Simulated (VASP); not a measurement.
InP, 2 atoms in the cell. Symmetry: F-43m, No. 216, cubic system. Conventional cell: a = 5.869 Å, b = 5.869 Å, c = 5.869 Å, α = 90.00°, β = 90.00°, γ = 90.00°. Around In (site symmetry -43m) lie 4 P at 2.54 Å. P (site symmetry -43m) has 4 In at 2.54 Å as nearest neighbours. The cell was built by a generator and needn't be a form met in nature.

* Program: VASP 6.6.1
* Task: dielectric tensor
* Functional: PBE
* Potentials or basis: VASP PAW PBE potentials, release 64 (In_d, P)
* Cutoff: 520 eV
* k mesh: 12 × 12 × 12
* Occupations: gaussian, width 0.02 eV
* Spin: no spin polarisation
* Further INCAR settings: ALGO = Normal; EDIFF = 1e-08

Potentials or basis: VASP PAW PBE potentials, release 64 (In_d, P).

Run with:

```bash
$ cat potpaw_PBE.64/In_d/POTCAR potpaw_PBE.64/P/POTCAR > POTCAR
$ mpirun -np 2 vasp_std > vasp.out
```

Hardware: 2 MPI ranks on Intel(R) Xeon(R) Platinum 8559C (Emerald Rapids), on a shared host.

Problem. Estimate the wall time of this run.

Solution. Wall time 4.1 min on 2 MPI ranks on Intel(R) Xeon(R) Platinum 8559C (Emerald Rapids) (shared host), peak memory 0.52 GiB a rank. Counts: scf iterations 170, k points 72.
